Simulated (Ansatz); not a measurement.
**MgO(111): a dynamics run in two tries**

The task is a short trajectory. The slab cell is 1×1.

The COD cell was measured well above room temperature, so it is larger than a cold one.

All numbers below are computed with Ansatz 0.2.0 (DFT PBE+D3(BJ), plane waves, PAW, scalar-relativistic, no spin polarisation).

### Step 1. Starting point

The cell holds 24 atoms (Mg12O12): a = 6.141 Å, b = 6.141 Å, c = 17.268 Å, α = 90.00°, β = 90.00°, γ = 60.00°.

Its coordinates follow in the input file.

### Step 2. The run

input.yaml

```yaml
crystal:
  lattice:
    - [6.141222, 0.0, 0.0]
    - [3.070611, 5.318455, 0.0]
    - [0.0, 0.0, 17.267859]
  atoms:
    - { symbol: Mg, position: [0.0, 0.0, 0.0579111] }
    - { symbol: O, position: [0.33333341, 0.83333328, 0.1305067] }
    - { symbol: Mg, position: [3.0e-08, 0.49999997, 0.0579111] }
    - { symbol: O, position: [0.33333338, 0.33333331, 0.1305067] }
    - { symbol: Mg, position: [0.50000003, 0.0, 0.0579111] }
    - { symbol: O, position: [0.83333345, 0.83333328, 0.1305067] }
    - { symbol: Mg, position: [0.50000007, 0.49999997, 0.0579111] }
    - { symbol: O, position: [0.83333341, 0.33333331, 0.1305067] }
    - { symbol: Mg, position: [0.68843342, 0.6603046, 0.21428382] }
    - { symbol: O, position: [0.01813853, 0.48611341, 0.26894636] }
    - { symbol: Mg, position: [0.68937659, 0.16335498, 0.22756794] }
    - { symbol: O, position: [1.02099762, 0.98978927, 0.27618756] }
    - { symbol: Mg, position: [0.20578274, 0.64604238, 0.22377736] }
    - { symbol: O, position: [0.52921608, 0.50672229, 0.27502477] }
    - { symbol: Mg, position: [0.16998481, 0.15667192, 0.20755157] }
    - { symbol: O, position: [0.50035793, -0.00872633, 0.2680924] }
    - { symbol: Mg, position: [0.34974158, 0.30678819, 0.3757927] }
    - { symbol: O, position: [0.68624808, 0.16195699, 0.40059824] }
    - { symbol: Mg, position: [0.4244658, 0.77696227, 0.36884331] }
    - { symbol: O, position: [0.73735835, 0.619884, 0.41078359] }
    - { symbol: Mg, position: [0.86149375, 0.30773873, 0.35119453] }
    - { symbol: O, position: [0.20007989, 0.10205957, 0.39995227] }
    - { symbol: Mg, position: [0.89198335, 0.81695863, 0.41106674] }
    - { symbol: O, position: [0.24273449, 0.63607419, 0.41933381] }
basis:
  ecutwfc: 420.0
kpoints:
  mp_grid: { grid: [2, 2, 1] }
hamiltonian:
  xc: pbe
  dispersion: d3bj
  pseudopotentials: { kind: paw, azcp: { folder: soft_1 } }
scf:
  occupations: { method: fermi_dirac, width: 0.05 }
  lower_state_search: "off"
  max_iter: 61
md:
  timestep: 1
  n_steps: 25
  ensemble: nve
  temperature: 750.0
  initial_velocities: maxwell_boltzmann
  seed: 428789
  constraints: [{ sites: [0, 1, 2, 3, 4, 5, 6, 7] }]
  friction: 0.01
```

On the command line:

```sh
$ ansatz run input.yaml --threads 2 --pin off --max-ram 5120MiB --backend cpu --events-out ev --progress --plain --runs-dir out
```

Q: Predict the outcome of this session. Wanted: first try.

**Answer**, as computed:

```
 quantity                                                                           value
first try                                                                         refused
    cause  friction belongs to the Langevin ensembles, and this run is at constant energy
```

**Reading.** The fault in the first input was caught at the input check and cost nothing.
